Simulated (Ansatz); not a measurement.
## Property card for ZnSiP$_{2}$

All numbers below come from Ansatz, DFT PBE, scalar-relativistic, plane waves, PAW.

Settings: cutoff 420 eV, Γ-centred mesh 8×8×8 on the computed 8-atom cell, Gaussian smearing of 0.02 eV; no spin polarisation.

The structure is relaxed at this level of theory with its symmetry kept. Whether it is the stable form of this composition wasn't checked.

Symmetry: I-42d, No. 122, tetragonal system. The conventional cell has a = 5.418 Å, b = 5.418 Å, c = 10.538 Å, α = 90.00°, β = 90.00°, γ = 90.00°. Around Zn (site symmetry -4) lie 4 P at 2.38 Å. Si (site symmetry -4) is surrounded by 4 P at 2.27 Å. P (site symmetry 2) has 2 Si at 2.27 Å and 2 Zn at 2.38 Å as nearest neighbours.

| Item | Value |
| --- | --- |
| Volume per atom | 19.33 Å³ |
| Formation energy from the elements' standard states (uncorrected) | -0.337 eV/atom |
| Kohn–Sham band gap | 1.36 eV |
| Löwdin character of the top 1 eV of the valence band | P 3p 83 %, unprojected 6 % |
| Löwdin character of the lowest 1 eV of the conduction band | Si 3p 27 %, P 3p 26 %, Si 3s 11 %, P 3s 10 %, unprojected 22 % |
| Bader charges (e) | Zn (2 in the cell) 0.61, Si (2 in the cell) 1.88, P (4 in the cell) -1.24 |

Cost: 1 run of about 5.5 core-minutes, on Arm Neoverse V1 (shared hosts).